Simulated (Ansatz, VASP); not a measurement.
Li: VASP beside Ansatz

The input INCAR:

```
SYSTEM = Li
  PREC = Accurate
  ENCUT = 600
  EDIFF = 1E-7
  ISMEAR = 0
  SIGMA = 0.1
  LREAL = .FALSE.
  LASPH = .TRUE.
  NELM = 100
  ALGO = Fast
  ISIF = 3
  LWAVE = .FALSE.
  LCHARG = .FALSE.
  GGA = PE
  IVDW = 12
  IBRION = 2
  NSW = 100
  EDIFFG = -0.002
```

File KPOINTS:

```
Automatic mesh
0
G
  18 18 18
  0 0 0
```

Contents of POSCAR:

```
Li
1.0
   -1.7196562300      1.7196562300      1.7196562300
    1.7196562300     -1.7196562300      1.7196562300
    1.7196562300      1.7196562300     -1.7196562300
Li
1
Direct
    0.0000000000      0.0000000000      0.0000000000
```

Input for Ansatz:

```yaml
crystal:
  lattice:
    - [-1.71965623, 1.71965623, 1.71965623]
    - [1.71965623, -1.71965623, 1.71965623]
    - [1.71965623, 1.71965623, -1.71965623]
  atoms:
    - { symbol: Li, position: [0.0, 0.0, 0.0] }
basis:
  ecutwfc: 420
kpoints:
  mp_grid: { grid: [18, 18, 18] }
hamiltonian:
  xc: pbe
  dispersion: d3bj
  pseudopotentials: { kind: paw }
scf:
  occupations: { method: gaussian, width: 0.1 }
output:
  forces: true
  stress: true
  eigenvalues: true
relax:
  adjacent_minimum: "off"
  f_tol: 0.002
  max_steps: 80
  cell: { stress_tol: 0.02 }
```

Alike in both runs: task relaxation of cell and atoms; functional PBE; dispersion D3(BJ); k mesh 18 × 18 × 18; occupations gaussian, width 0.1 eV; no spin polarisation.

|  | VASP | Ansatz |
| --- | --- | --- |
| version | VASP 6.6.1 | Ansatz 0.2.0 |
| potentials or method | VASP PAW PBE potentials, release 64 (Li_sv) | scalar-relativistic, plane waves, PAW |
| plane-wave cutoff (eV) | 600 | 420 |
| valence electrons in the cell | 3 | 3 |

Ansatz gave:

```
gap on the k mesh at the Fermi level, each at its own relaxed structure (eV) : none
relaxed volume (Å³/atom)                                                     : 18.32
relaxed cell length with the largest relative difference (Å)                 : 2.876
energy change over the relaxation (meV/atom)                                 : -9
```

Question: What did VASP give for the same quantities?

Answer: gap on the k mesh at the Fermi level, each at its own relaxed structure (eV): none; relaxed volume (Å³/atom): 18.11; relaxed cell length with the largest relative difference (Å): 2.865; energy change over the relaxation (meV/atom): -11.

A gap of «none» marks a metal or a gap that the smearing closes.

Caveats: the cutoff is under 1.25 times the usual one of these potentials, so pressure, stress and relaxed cells hold a basis-set (Pulay) error (VASP); pairwise dispersion overbinds metals, which lowers pressure and volume.
